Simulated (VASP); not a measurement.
# Si: convergence, self-consistent run

Si, P1 (no. 1), 72 atoms in the cell. PBEsol; PAW potentials Si (PBE set). VASP 6.6.1.

Wanted: energy within 2 meV/atom; forces within 0.01 eV/Å.

What the run is for: forces in a large cell; Accuracy asked: standard; Cell repeated: 3 × 3 × 4.

POSCAR:
```
Si
1.0
    0.0000000000      8.1655535595      8.1655535595
    8.1655535595      0.0000000000      8.1655535595
   10.8874047460     10.8874047460      0.0000000000
Si
72
Direct
    0.1654370000      0.1682790000      0.1295040000
    0.1674890000      0.1634250000      0.3747150000
    0.1664360000      0.1700850000      0.6224990000
    0.1622640000      0.1707390000      0.8746180000
    0.1680680000      0.5017420000      0.1222460000
    0.1668690000      0.5025660000      0.3724350000
    0.1724850000      0.5016630000      0.6235720000
    0.1669110000      0.5013600000      0.8751960000
    0.1681670000      0.8267700000      0.1266980000
    0.1628030000      0.8291650000      0.3748100000
    0.1646070000      0.8342000000      0.6250810000
    0.1680570000      0.8298830000      0.8770140000
    0.5036800000      0.1658510000      0.1214190000
    0.5029690000      0.1696310000      0.3747870000
    0.4950350000      0.1723060000      0.6227680000
[... 44 lines left out ...]
    0.5847060000      0.9171070000      0.9351070000
    0.9156060000      0.2505270000      0.1898050000
    0.9146970000      0.2519030000      0.4410030000
    0.9146440000      0.2468420000      0.6921140000
    0.9163260000      0.2526970000      0.9331580000
    0.9182540000      0.5841470000      0.1867190000
    0.9157090000      0.5849950000      0.4372880000
    0.9156900000      0.5865850000      0.6907360000
    0.9133040000      0.5789910000      0.9378100000
    0.9147940000      0.9210570000      0.1863880000
    0.9163020000      0.9121560000      0.4403980000
    0.9206210000      0.9168330000      0.6841150000
    0.9136020000      0.9216060000      0.9374830000
```

The series start from Plane-wave cutoff (eV): 280; Projection operators (LREAL): Auto, ROPT -0.00025; Precision mode (PREC): Normal; Electronic threshold (eV): 1e-5; Parallel layout: defaults; Electronic algorithm: ALGO=Normal; Bands a block (NSIM): NSIM=4; Data layout and linear algebra: defaults. Each series keeps the choices made before it, and each single choice may use up half of a tolerance.

## Plane-wave cutoff (eV)

| Plane-wave cutoff (eV) | Energy less reference (meV/atom) | Forces, largest deviation (eV/Å) | SCF iterations | Time (s) |
|---|---|---|---|---|
| 220 | 15.8 | 0.007 | 13 | 34 |
| 240 | 11.6 | 0.006 | 13 | 47 |
| 280 | 4.8 | 0.007 | 13 | 51 |
| 320 | 1.8 | 0.006 | 13 | 58 |
| 390 (reference) | 0.0 | 0.000 | 13 | 80 |

Chosen: 390; the next looser run is off by more than half of the tolerance, so convergence isn't shown beyond this value.

## Projection operators (LREAL)

| Projection operators (LREAL) | Energy less reference (meV/atom) | Forces, largest deviation (eV/Å) | SCF iterations | Time (s) |
|---|---|---|---|---|
| Auto, ROPT -0.005 | -1.9 | 0.162 | 13 | 69 |
| Auto, ROPT -0.002 | 0.9 | 0.058 | 13 | 72 |
| Auto, ROPT -0.001 | 0.1 | 0.015 | 13 | 67 |
| Auto, ROPT -0.0005 | -0.3 | 0.009 | 13 | 70 |
| Auto, ROPT -0.00025 | -0.4 | 0.003 | 13 | 80 |
| Auto, ROPT -0.0001 | -0.4 | 0.000 | 13 | 74 |
| False (reference) | 0.0 | 0.000 | 13 | 117 |

Chosen: Auto, ROPT -0.00025, the loosest value from which every tighter one stays within half of the tolerance.

## Precision mode (PREC)

| Precision mode (PREC) | Energy less reference (meV/atom) | Forces, largest deviation (eV/Å) | SCF iterations | Time (s) |
|---|---|---|---|---|
| SingleN | 0.5 | 0.005 | 13 | 70 |
| Normal | 0.0 | 0.003 | 13 | 80 |
| Accurate (reference) | 0.0 | 0.000 | 13 | 191 |

Chosen: Normal.

## Electronic threshold (eV)

| Electronic threshold (eV) | Energy less reference (meV/atom) | Forces, largest deviation (eV/Å) | SCF iterations | Time (s) |
|---|---|---|---|---|
| 0.001 | 0.0 | 0.002 | 10 | 56 |
| 0.0001 | 0.0 | 0.000 | 12 | 68 |
| 1e-5 | 0.0 | 0.000 | 13 | 80 |
| 1e-6 | 0.0 | 0.000 | 16 | 98 |
| 1e-7 (reference) | 0.0 | 0.000 | 16 | 96 |

Chosen: 0.001.

## Parallel layout

| Parallel layout | Energy less reference (meV/atom) | Forces, largest deviation (eV/Å) | SCF iterations | Time (s) |
|---|---|---|---|---|
| defaults | 0.0 | 0.000 | 10 | 56 |
| NCORE=2 | 0.0 | 0.000 | 10 | 50 |
| NCORE=4 | 0.0 | 0.000 | 10 | 48 |
| NCORE=8 | 0.0 | 0.000 | 10 | 47 |
| KPAR=2 | 0.0 | 0.000 | 10 | 54 |
| KPAR=2 NCORE=2 | 0.0 | 0.000 | 10 | 47 |
| NPAR=2 | 0.0 | 0.000 | 10 | 46 |

Chosen: defaults; no other choice that stays within half of the tolerance saves 30 % of the time.

## Electronic algorithm

| Electronic algorithm | Energy less reference (meV/atom) | Forces, largest deviation (eV/Å) | SCF iterations | Time (s) |
|---|---|---|---|---|
| ALGO=Normal | 0.0 | 0.000 | 10 | 56 |
| ALGO=Fast | 0.0 | 0.004 | 12 | 57 |
| ALGO=VeryFast | 0.0 | 0.002 | 17 | 62 |
| ALGO=All ISEARCH=1 | 0.0 | 0.012 | 13 | 64 |

Chosen: ALGO=Normal.

## Bands a block (NSIM)

| Bands a block (NSIM) | Energy less reference (meV/atom) | Forces, largest deviation (eV/Å) | SCF iterations | Time (s) |
|---|---|---|---|---|
| NSIM=4 | 0.0 | 0.000 | 10 | 56 |
| NSIM=1 | 0.0 | 0.000 | 10 | 61 |
| NSIM=2 | 0.0 | 0.000 | 10 | 59 |
| NSIM=8 | 0.0 | 0.000 | 10 | 58 |
| NSIM=16 | 0.0 | 0.001 | 10 | 80 |

Chosen: NSIM=4.

## Data layout and linear algebra

| Data layout and linear algebra | Energy less reference (meV/atom) | Forces, largest deviation (eV/Å) | SCF iterations | Time (s) |
|---|---|---|---|---|
| defaults | 0.0 | 0.000 | 10 | 56 |
| LPLANE=False | 0.0 | 0.000 | 10 | 66 |
| LSCALAPACK=False | 0.0 | 0.000 | 10 | 64 |
| LSCALU=True | 0.0 | 0.000 | 10 | 64 |

Chosen: defaults.

## All choices together

| Input | Energy less reference (meV/atom) | Forces, largest deviation (eV/Å) | Time (s) |
|---|---|---|---|
| the program's defaults (naive) | 10.3 | 0.005 | 60 |
| chosen settings | -0.4 | 0.003 | 56 |
| reference settings throughout | 0.0 | 0.000 | 239 |

The chosen settings stay within the tolerance of the reference run, but the reference itself isn't shown to be converged in: Plane-wave cutoff (eV).

## The input

INCAR:
```
GGA = PS
ISMEAR = 0
SIGMA = 0.03
LWAVE = F
LCHARG = F
ISIF = 2
ISYM = 0
PREC = Normal
LASPH = T
LREAL = Auto
ALGO = Normal
EDIFF = 0.001
NELM = 120
GGA_COMPAT = F
ENCUT = 390
EFERMI = MIDGAP
ROPT = -0.00025
NSIM = 4
```

KPOINTS:
```
k-points
0
Gamma
  2 2 1
```

Commands:
```
cat potpaw_PBE.64/Si/POTCAR > POTCAR
mpirun -np 8 vasp_std > vasp.out
```

Limits: Only the k mesh 2 × 2 × 1 was run, so its error is untested.

The chosen input took VASP 6.6.1 56 s on 8 cores (AMD EPYC 9R45 (Zen 5)), a shared host.

## An input that fails: Gamma-only program on a mesh of k points

VASP's message: You are using the Gamma-point-only version with more than one k-point or some other non-Gamma k-point.

k mesh: 2 × 2 × 1 becomes 2 × 2 × 2.

Changes against the starting input:
```
- NELM = 120
+ NELM = 72
- vasp_std
+ vasp_gam
(KPOINTS)
-k-points
+Automatic mesh
-  2 2 1
+  2 2 2
+  0 0 0
```
